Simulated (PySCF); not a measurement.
Species: C4H10O.
Geometry (PBE0-D3(BJ)/def2-SVP, Å), atoms numbered from 1 in this order:
```
atom  x, y, z in Å
C1     0.166   -1.362   -0.451
C2    -0.090   -0.018    0.228
C3    -0.890    0.906   -0.688
C4     1.222    0.636    0.636
O5    -0.799   -0.222    1.440
H6     0.754   -1.247   -1.374
H7     0.710   -2.032    0.231
H8    -0.786   -1.849   -0.721
H9    -1.098    1.857   -0.177
H10   -0.349    1.120   -1.622
H11   -1.854    0.445   -0.960
H12    1.847    0.855   -0.243
H13    1.783   -0.028    1.311
H14    1.023    1.576    1.172
H15   -1.639   -0.638    1.219
```

Level of theory: PySCF 2.14.0, density-fitted response routines, TDDFT B3LYP/def2-SVPD, vertical, gas phase, core orbitals frozen in the response.

Transition dipole moments from the ground state, in atomic units and in the frame of the coordinates above (overall signs are arbitrary), for the states with f of 0.002 or more among the lowest 10:

```
state  E (eV)      μx      μy      μz
   S1   6.686  -0.161   0.344  -0.036
   S2   7.772   0.100  -0.215   0.023
   S3   8.069   0.388   0.219   0.352
   S4   8.276   0.025   0.030   0.154
   S8   8.921  -0.223   0.487  -0.052
   S9   8.973  -0.332  -0.136   0.134
  S10   9.078   0.146   0.117   0.484
```

(1) What oscillator strength does each state have?

(2) Which bond between heavy atoms lies closest to the direction of the S3 transition dipole?

(3) What angle do the transition dipoles of S1 and S8 make?

## Answers

(1) f = (2/3) ΔE |μ|² with ΔE in hartree (27.2114 eV).

| state | \|μ\|² (au) | \|μ\| (D) | f |
| --- | --- | --- | --- |
| S1 | 0.145 | 0.97 | 0.024 |
| S2 | 0.057 | 0.61 | 0.011 |
| S3 | 0.323 | 1.44 | 0.064 |
| S4 | 0.025 | 0.40 | 0.005 |
| S8 | 0.290 | 1.37 | 0.063 |
| S9 | 0.146 | 0.97 | 0.032 |
| S10 | 0.270 | 1.32 | 0.060 |

(2) C2–C4, at 23° from it; next C1–C2 and C2–C3 at 60°.

(3) |cos θ| = |μa·μb| / (|μa| |μb|) = 1.00, so θ ≈ 0° (taken between 0 and 90°, since the signs are arbitrary).

All these states lie below the vertical ionisation energy of 10.11 eV (ΔSCF).

Without π bonds the low states may be Rydberg-like; a valence basis with one diffuse set may place them up to an eV too high.
